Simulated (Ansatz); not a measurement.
## BN: moving B off its site

BN, F-43m, a = 3.626 Å (as given, not relaxed at this level: -0.4 GPa). The compound has several low-lying forms, and this is one of them. Ansatz: PBE, PAW, 420 eV, Γ-centred 12×12×12 mesh on 2 atoms, Gaussian smearing 0.05 eV; no spin polarisation.

```
B N
1.0
     0.00000    1.81300    1.81300
     1.81300    0.00000    1.81300
     1.81300    1.81300    0.00000
B N
1 1
Direct
  0.00000 0.00000 0.00000
  0.75000 0.75000 0.75000
```

Atom 1 (B) moves by x along the unit vector (0.707, -0.707, 0.000), with its periodic images; all else is held. y is the free energy of the cell over the start, F the force along the path summed over the moved atoms. Symmetry makes y even in x.

```tsv
x (Å)	y (meV)	F (eV/Å)
-0.1000	?	?
-0.0500	29.5	1.18
0.0000	0.0	0.00
0.0125	1.8	-0.29
0.0250	7.4	-0.59
0.0375	16.6	-0.88
0.0625	46.0	-1.47
0.0750	66.3	-1.77
0.0875	90.2	-2.06
```

Fit y = c2 x² + c4 x⁴ to the energies of the other rows, give the force constant, and predict energy and force of the missing row.

Least squares on the rows shown. y = 11790 x² − 1820 x⁴. The force constant is 2 c2 = 23.6 eV/Å² (for all images moving together, not for a lone atom). With two atoms in a cubic cell this is the optical mode at Γ without the LO field: ω = 521.5 √(2 c2/μ) = 1025 cm⁻¹ for μ = 6.10 u. The force −dy/dx at the missing row is 2.35 eV/Å (computed 2.35). At x = -0.1000 the fit asked for gives 117.7 meV. The run gave 117.7 meV, the same to the digits shown.